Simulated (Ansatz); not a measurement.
This Ansatz 0.2.0 run on TiO2 needs a look.

input.yaml

```yaml
crystal:
  lattice:
    - [6.1535771931, -1.8834685, 0.0]
    - [6.1535771931, 1.8834685, 0.0]
    - [-1.9283261078, 0.0, 6.3289668713]
  atoms:
    - { symbol: Ti, position: [0.900071, 0.900071, 0.289602] }
    - { symbol: Ti, position: [0.195286, 0.195286, 0.283762] }
    - { symbol: Ti, position: [0.099929, 0.099929, 0.710398] }
    - { symbol: Ti, position: [0.804714, 0.804714, 0.716238] }
    - { symbol: O, position: [0.361931, 0.361931, 0.293397] }
    - { symbol: O, position: [0.2634885, 0.2634885, 0.6525] }
    - { symbol: O, position: [0.8671885, 0.8671885, 0.995291] }
    - { symbol: O, position: [0.7365115, 0.7365115, 0.3475] }
    - { symbol: O, position: [0.9416475, 0.9416475, 0.630021] }
    - { symbol: O, position: [0.1328115, 0.1328115, 0.004709] }
    - { symbol: O, position: [0.638069, 0.638069, 0.706603] }
    - { symbol: O, position: [0.0583525, 0.0583525, 0.369979] }
hamiltonian:
  xc: pbe
  pseudopotentials: { kind: paw }
kpoints:
  mp_grid: { grid: [8, 8, 4] }
scf:
  occupations: { method: fermi_dirac, width: 0.3 }
  n_extra_bands: 0
  max_iter: 75
output:
  forces: true
  stress: true
  eigenvalues: true
relax:
  f_tol: 0.01
  max_steps: 40
  cell: { stress_tol: 0.05 }
```

Potentials or basis: Ansatz PAW.

Command:

```console
$ ansatz run input.yaml --threads 4 --pin off --max-ram 11264MiB --backend cpu --events-out ev --progress --plain --runs-dir out
```

Output:

```text
Error: inconsistent input (scf.n_extra_bands, scf.occupations.method): n_bands = 48 leaves no empty band above the 48 bands per channel that the deck's 96 electrons occupy, and the occupations search for the Fermi level (a smearing at a finite width, or tetrahedra): a level found among occupied bands alone can fill a metal as an insulator; raise scf.n_extra_bands until at least 49 bands are solved (omitted, it auto-derives to 65) (see scf.n_extra_bands in the input reference)
```

Problem. What happened, and what is wrong with the input?

Solution. The input was rejected before any iteration. The input holds a flaw that was put in on purpose: too few bands (scf.n_extra_bands = 0; scf.occupations = method fermi_dirac, width 0.3).
